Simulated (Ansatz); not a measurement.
# SiO2 (Cristobalite) (P4_12_12) in Ansatz: reference runs

How does SiO2 (Cristobalite) come out in PBE? The cell is run as given and disturbed.

Program: Ansatz 0.2.0. These are calculated values, not measurements. Logs are shortened: lines on timing, memory, paths and dates and some standing lists are left out, and cuts for length are marked.

### 1 The structure

It takes space group P4_12_12 (No. 92, tetragonal). The conventional cell has a = 4.982 Å, b = 4.982 Å, c = 6.963 Å, α = 90.00°, β = 90.00°, γ = 90.00°. Si (site symmetry 2) is surrounded by 4 O at 1.60 to 1.61 Å. O (site symmetry 1) is surrounded by 2 Si at 1.60 to 1.61 Å.

### 2 Single point, PBE

Input file input.yaml:

```yaml
crystal:
  lattice:
    - [4.982, 0.0, 0.0]
    - [0.0, 4.982, 0.0]
    - [0.0, 0.0, 6.963]
  atoms:
    - { symbol: Si, position: [0.79897, 0.20103, 0.75] }
    - { symbol: Si, position: [0.70103, 0.70103, 0.5] }
    - { symbol: Si, position: [0.20103, 0.79897, 0.25] }
    - { symbol: Si, position: [0.29897, 0.29897, 0.0] }
    - { symbol: O, position: [0.10347, 0.23989, 0.82187] }
    - { symbol: O, position: [0.26011, 0.60347, 0.07187] }
    - { symbol: O, position: [0.89653, 0.76011, 0.32187] }
    - { symbol: O, position: [0.73989, 0.39653, 0.57187] }
    - { symbol: O, position: [0.60347, 0.26011, 0.92813] }
    - { symbol: O, position: [0.76011, 0.89653, 0.67813] }
    - { symbol: O, position: [0.39653, 0.73989, 0.42813] }
    - { symbol: O, position: [0.23989, 0.10347, 0.17813] }
kpoints:
  mp_grid: { grid: [6, 6, 4] }
scf:
  occupations: { method: fermi_dirac, width: 0.05 }
hamiltonian:
  xc: pbe
  pseudopotentials: { kind: all_electron, lapw: { basis_error: 0.001 } }
output:
  forces: true
  stress: true
  eigenvalues: true
  populations: true
```

Potentials or basis: all-electron LAPW, scalar-relativistic.

Launch:

```console
> ansatz run input.yaml --threads 8 --pin off --max-ram 24576MiB --backend cpu --events-out ev --progress --plain --runs-dir out
```

What it wrote:

```text
Warning: RAYON_NUM_THREADS=8 ignored (pool sized by the plan → 8); use --threads N
Si: projections on atomic orbitals take those of the free atom 1s2 2s2 2p6 3s2 3p2, of charge +0.00 (hamiltonian.pseudopotentials.projection_atoms)
O: projections on atomic orbitals take those of the free atom 1s2 2s2 2p4, of charge +0.00 (hamiltonian.pseudopotentials.projection_atoms)
LAPW: plane waves up to 12.127 Å⁻¹, error target 1.0e-3 eV per atom; small_component_spin mean_spin; O in spheres of 0.773 Å, 8 of its electrons in bands, Dirac shells []; Si in spheres of 0.831 Å, 12 of its electrons in bands, Dirac shells [] (how accurate: hamiltonian.pseudopotentials.lapw.basis_error, Limitations)
Engine: ansatz 0.2.0, x86_64-unknown-linux-gnu
Pseudopotentials: kind: all_electron
Pseudopotential: Si, LAPW, valence charge 12, lapw/all_electron/scalar/gaussian/Si, Koelling and Harmon's equation, gaussian nucleus
Pseudopotential: O, LAPW, valence charge 8, lapw/all_electron/scalar/gaussian/O, Koelling and Harmon's equation, gaussian nucleus
Functional definition: PBE
  parameter kappa = 0.804
  parameter beta = 0.06672455060314922
  exchange = pbe_x(kappa = kappa, mu = beta*pi^2/3)
  correlation = pbe_c(beta = beta)
Crystal: 12 atoms, lattice volume = 172.824 Å³
Basis set: ecut = 560.3220001357319 eV, 5255 PW (Γ), exchange–correlation at level 2
Bands: 68, of which v1, the nominal top of the filled ones, is band 56 counted from 1 (55 counted from 0)
Symmetry: 8 space group operations
Space group: P41212 (ITA 92), of the structure as read, at distance tolerance 5.6e-5 Å
k-points: 30 of 144 (time reversal used)
Non-local potential: Si, projectors of the file, none
Non-local potential: O, projectors of the file, none
Initial density: superposition of atomic densities (chi_scale 0.1, normalization cell, long waves kept (reshape's long-wave potential 0.05 eV rms))
Initial wavefunctions: plane waves of lowest kinetic energy (no species holds an atomic orbital)
Functional: x = pbe(κ = 0.804, μ = 0.2195149727645171), c = pbe(β = 0.06672455060314922)
iter 1 solved again at ethr=2.62e-2 eV; its pass at ethr=1.00e-1 eV (dr2=2.94e1 eV) is discarded
SCF iter   1: F=—  HF=-47982.694886 eV  |F-HF|=—  |Δ(HF+E_count)|=         —  Δρ=1.35e-1  dr2=2.93e1  ethr=2.62e-2  ⟨swp⟩=2.2  Hψ=14528  notcnv=0
preconditioner: auto → Resta (q_TF=auto, 2.538 Å⁻¹)  ε∞=2.5  [insulator: Δε(μ)=8.048 eV  Ē_g=18.636 eV  σ=0.050 eV  W_gap=1.00  n_scr=48 (ndim 8)  ℏωp=22.6 eV  f_vac=0.231  D(μ)=0.00/eV (n_scr^D=0)  ε∞_Penn≈2.5]
iter 2 solved again at ethr=8.28e-4 eV; its pass at ethr=2.62e-2 eV (dr2=9.27e-1 eV) is discarded
SCF iter   2: F=—  HF=-47969.848959 eV  |F-HF|=—  |Δ(HF+E_count)|=    1.28e1  Δρ=3.01e-2  dr2=9.27e-1  ethr=8.28e-4  ⟨swp⟩=2.2  Hψ=10835  notcnv=0
SCF iter   3: F=—  HF=-47969.630015 eV  |F-HF|=—  |Δ(HF+E_count)|=         —  Δρ=2.14e-2  dr2=7.74e-1  ethr=8.27e-4  ⟨swp⟩=2.6  Hψ=6196  notcnv=0
the basis was enlarged: its passes take 5.0 MiB over the memory plan, 8 of 8 planned eigensolver slots
SCF iter   4: F=—  HF=-47969.617090 eV  |F-HF|=—  |Δ(HF+E_count)|=   1.29e-2  Δρ=3.99e-3  dr2=2.37e-2  ethr=6.91e-4  ⟨swp⟩=3.0  Hψ=6290  notcnv=0
SCF iter   5: F=—  HF=-47969.627443 eV  |F-HF|=—  |Δ(HF+E_count)|=   1.04e-2  Δρ=6.24e-4  dr2=9.57e-4  ethr=2.12e-5  ⟨swp⟩=3.0  Hψ=6266  notcnv=0
SCF iter   6: F=—  HF=-47969.628228 eV  |F-HF|=—  |Δ(HF+E_count)|=   7.84e-4  Δρ=1.15e-4  dr2=3.17e-5  ethr=8.54e-7  ⟨swp⟩=3.0  Hψ=6350  notcnv=0
SCF iter   7: F=—  HF=-47969.628235 eV  |F-HF|=—  |Δ(HF+E_count)|=   7.06e-6  Δρ=2.12e-5  dr2=6.30e-7  ethr=2.83e-8  ⟨swp⟩=3.0  Hψ=6315  notcnv=0
SCF iter   8: F=-47969.628237 eV  HF=-47969.628237 eV  |F-HF|=9.59e-8  |Δ(HF+E_count)|=   2.52e-6  Δρ=5.30e-6  dr2=5.25e-8  ethr=5.63e-10  ⟨swp⟩=3.0  Hψ=6403  notcnv=0
SCF 1 converged in 8 iterations: F = -47969.628237 eV  dr2 = 5.25e-8
SCF converged after 8 iterations
Free energy (F): -47969.628237 eV
Harris-Foulkes:  -47969.628237 eV  (|F-HF|=9.59e-8)
Internal energy: -47969.628237 eV  (E = F + TS)
E sigma→0 (E₀):  -47969.628237 eV
Fermi energy:    4.869306 eV
--- Per-component energies (eV) ---
  E_band       = -11458.781135
  E_kinetic    = 48049.964729
  E_xc         = -4155.470940
  E_electrostatic = -91864.122026  (all electrons and nuclei)
  E_smearing   = -0.000000  (= −TS)
  E_closure    = 0.000000  (closes the sum)
  E_atoms      = -47874.655558  (free atoms, spherical and without spin; not in F)
  Σ components = -47969.628237   (vs F -47969.628237, Δ=0.00e0)
  Basis errors (estimates in eV, not in F): energy 5.4e-4 per atom: plane waves 5.1e-4 (3.2e-4 summed), levels above the bands 7.4e-78, relativity 3.7e-8, radial functions 3.6e-5, core shells 1.2e-10; eigenvalues (radial functions only) 9.1e-6; not estimated: angular momenta, meshes, grids; target (lapw.basis_error) 1.0e-3; muffin-tin radii O 0.773 Å, Si 0.831 Å
--- Forces (eV/Å), atoms counted from 1 ---
  atom   1  Si     0.09879595    -0.09879595     0.00000000
  atom   2  Si    -0.09879595    -0.09879595     0.00000000
  atom   3  Si    -0.09879595     0.09879595     0.00000000
  atom   4  Si     0.09879595     0.09879595    -0.00000000
  atom   5  O      0.09379578    -0.07906650    -0.39070924
  atom   6  O      0.07906650     0.09379578    -0.39070924
  atom   7  O     -0.09379578     0.07906650    -0.39070924
  atom   8  O     -0.07906650    -0.09379578    -0.39070924
  atom   9  O      0.09379578     0.07906650     0.39070924
  atom  10  O      0.07906650    -0.09379578     0.39070924
  atom  11  O     -0.09379578    -0.07906650     0.39070924
  atom  12  O     -0.07906650     0.09379578     0.39070924
  max |Σ_I F_I| component: 5.55e-17 eV/Å
--- Stress (GPa, compression-positive) ---
        6.064401       0.000000      -0.000000
        0.000000       6.064401      -0.000000
       -0.000000      -0.000000       6.721313
  P = ⅓ Tr σ = 6.2834 GPa (62.834 kbar)
--- Band table (eV; the first three rows and the last of 30) ---
  k-point 0: bands = ["-501.5710", "-501.5710", "-501.5710", "-501.5710", "-501.5710", "-501.5710", "-501.5710", "-501.5710", "-130.2734", "-130.2734", "-130.2734", "-130.2734", "-86.3361", "-86.3360", "-86.3360", "-86.3360", "-86.3320", "-86.3316", "-86.3316", "-86.3313", "-86.3271", "-86.3269", "-86.3269", "-86.3268", "-17.5333", "-16.6277", "-16.6277", "-15.4534", "-15.4019", "-15.3982", "-15.3857", "-15.3857", "-7.5915", "-5.4682", "-5.4682", "-3.8675", "-3.7440", "-3.7440", "-3.2520", "-3.0863", "-1.0285", "-1.0099", "-1.0099", "-0.4544", "-0.3665", "-0.0953", "0.1228", "0.1658", "0.1658", "0.6354", "0.6354", "0.7463", "1.2882", "1.6757", "1.6757", "1.9488", "7.7155", "10.8256", "10.8256", "11.2396", "11.2396", "11.6510", "11.9752", "13.1344", "13.1472", "13.1472", "13.3774", "13.4895"]
  k-point 1: bands = ["-501.5710", "-501.5710", "-501.5710", "-501.5710", "-501.5710", "-501.5710", "-501.5710", "-501.5710", "-130.2734", "-130.2734", "-130.2734", "-130.2734", "-86.3361", "-86.3360", "-86.3360", "-86.3360", "-86.3319", "-86.3318", "-86.3315", "-86.3313", "-86.3270", "-86.3270", "-86.3269", "-86.3268", "-17.4700", "-16.9954", "-16.2236", "-15.5593", "-15.4001", "-15.3958", "-15.3895", "-15.3861", "-7.4139", "-6.2335", "-4.7669", "-3.9593", "-3.7164", "-3.6352", "-3.3554", "-3.1902", "-0.9823", "-0.9719", "-0.8860", "-0.4003", "-0.2968", "-0.0724", "-0.0301", "0.0828", "0.1268", "0.2547", "0.8723", "1.0819", "1.3341", "1.4840", "1.6439", "1.8342", "8.0602", "10.0570", "11.0458", "11.3811", "11.6544", "11.7021", "11.8063", "12.8365", "12.9134", "13.1881", "13.2972", "13.4402"]
  k-point 2: bands = ["-501.5710", "-501.5710", "-501.5710", "-501.5710", "-501.5710", "-501.5710", "-501.5710", "-501.5710", "-130.2734", "-130.2734", "-130.2734", "-130.2734", "-86.3361", "-86.3361", "-86.3360", "-86.3360", "-86.3319", "-86.3319", "-86.3314", "-86.3314", "-86.3270", "-86.3270", "-86.3268", "-86.3268", "-17.2853", "-17.2853", "-15.8419", "-15.8419", "-15.3953", "-15.3953", "-15.3904", "-15.3904", "-6.9254", "-6.9254", "-4.2497", "-4.2497", "-3.5616", "-3.5616", "-3.4216", "-3.4216", "-0.9307", "-0.9307", "-0.5835", "-0.5835", "-0.1436", "-0.1436", "0.0171", "0.0171", "0.0179", "0.0179", "1.1577", "1.1577", "1.4364", "1.4364", "1.5551", "1.5551", "8.9494", "8.9494", "11.4647", "11.4647", "11.6432", "11.6432", "12.3866", "12.3866", "12.5953", "12.5953", "13.5323", "13.5323"]
  k-point 29: bands = ["-501.5710", "-501.5710", "-501.5710", "-501.5710", "-501.5710", "-501.5710", "-501.5710", "-501.5710", "-130.2734", "-130.2734", "-130.2734", "-130.2734", "-86.3360", "-86.3360", "-86.3360", "-86.3360", "-86.3316", "-86.3316", "-86.3316", "-86.3316", "-86.3269", "-86.3269", "-86.3269", "-86.3269", "-16.5903", "-16.5903", "-16.5903", "-16.5903", "-15.4640", "-15.4640", "-15.4640", "-15.4640", "-5.4861", "-5.4861", "-5.4861", "-5.4861", "-3.1344", "-3.1344", "-3.1344", "-3.1344", "-1.0479", "-1.0479", "-1.0479", "-1.0479", "-0.3029", "-0.3029", "-0.3029", "-0.3029", "0.5945", "0.5945", "0.5945", "0.5945", "1.3141", "1.3141", "1.3141", "1.3141", "11.2422", "11.2422", "11.2422", "11.2422", "11.8309", "11.8309", "11.8309", "11.8309", "12.4256", "12.4256", "12.4256", "12.4256"]
--- Löwdin populations: 12 sites ---
  site symbol       q [e]
     0     Si     12.1755
     1     Si     12.1755
     2     Si     12.1755
     3     Si     12.1755
     4      O      8.8038
     5      O      8.8038
     6      O      8.8038
     7      O      8.8038
     8      O      8.8038
     9      O      8.8038
    10      O      8.8038
    11      O      8.8038
  spilling = 0.007226 (of n_electrons = 120.000000)
```

Run time: 43 s. Hardware: 8 threads of Intel Xeon 6975P-C (Granite Rapids), shared host; peak memory 2.5 GiB.

Results:

| Quantity | Value |
| --- | --- |
| Free energy | -47969.6282 eV |
| Pressure | 6.3 GPa |
| Largest force | 0.410 eV/Å |
| Band gap on the k mesh | 5.77 eV, direct |
| Loewdin charges | Si +1.82; O -0.80 e |

Forces on the atoms (eV/Å):
```
Si   0.099 -0.099  0.000
Si  -0.099 -0.099  0.000
Si  -0.099  0.099  0.000
Si   0.099  0.099  0.000
O    0.094 -0.079 -0.391
O    0.079  0.094 -0.391
O   -0.094  0.079 -0.391
O   -0.079 -0.094 -0.391
O    0.094  0.079  0.391
O    0.079 -0.094  0.391
O   -0.094 -0.079  0.391
O   -0.079  0.094  0.391
```

Levels at points of the mesh, in eV from the valence-band top:
```csv
k point,band 52,band 53,band 54,band 55,band 56,band 57,band 58,band 59,band 60,band 61
"(0.00, 0.00, 0.00)",-1.20,-0.66,-0.27,-0.27,0.00,5.77,8.88,8.88,9.29,9.29
"(0.00, 0.00, -0.50)",-0.79,-0.51,-0.51,-0.39,-0.39,7.00,7.00,9.52,9.52,9.69
"(0.00, -0.50, 0.00)",-1.02,-0.65,-0.65,-0.47,-0.47,7.81,7.81,9.33,9.33,9.83
"(0.00, -0.50, -0.50)",-0.99,-0.94,-0.94,-0.17,-0.17,8.15,8.15,8.97,8.97,9.33
"(-0.50, -0.50, 0.00)",-1.34,-0.60,-0.60,-0.55,-0.55,8.78,8.78,8.92,8.92,9.91
"(-0.50, -0.50, -0.50)",-1.35,-0.63,-0.63,-0.63,-0.63,9.29,9.29,9.29,9.29,9.88
```

Caveat: the atomic charges don't sum to the cell's charge; the cell was measured hot, at 340 K. A k mesh can miss the band edges.

[end of part 1 of 2]
